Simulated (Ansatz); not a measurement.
Reaction (ligand exchange at the Si–N bond): `[SiH3][NH][GaH][SiH3]` + `OCCO` → `OCCO[SiH3]` + `[NH2][GaH][SiH3]`

Isolated molecules relaxed with PBE0-D4/def2-TZVP in Ansatz; ΔE leaves out vibrations. CBS: MP2 limit from def2 TZ/QZ plus the TZ coupled-cluster correction, frozen cores. This one scheme is used for every species. Functionals use def2-TZVPP. B3LYP here is the variant with VWN-RPA as its local correlation; programs differ in this. For Ga outer-core shells are correlated without core-valence functions, which leaves a few kJ/mol of doubt a bond. Scalar relativity is left out up to krypton. Each species was taken in one conformer, which may not be the lowest.

```csv
level,ΔE (kcal/mol)
PBE-D4,-7.0
B3LYP-D4,-8.6
B2PLYP,-8.8
B3LYP,-9.1
```

(1) What does CCSD(T)/CBS give? (Estimate.)

Largest T1 diagnostic among the species: 0.015.

Results:

(1) Computed: -8.1 kcal/mol. The listed levels differ from it by 1.1, -0.5, -0.7, -1.0 kcal/mol.

In def2-TZVPP, CCSD(T) changes the Hartree–Fock value by +2.2 kcal/mol (the triples alone add +0.3 kcal/mol) and MP2 by +2.1 kcal/mol.

CCSD(T)/CBS has its own doubt, a few kJ/mol and more with outer-core shells, so smaller differences from it don't rank the levels.
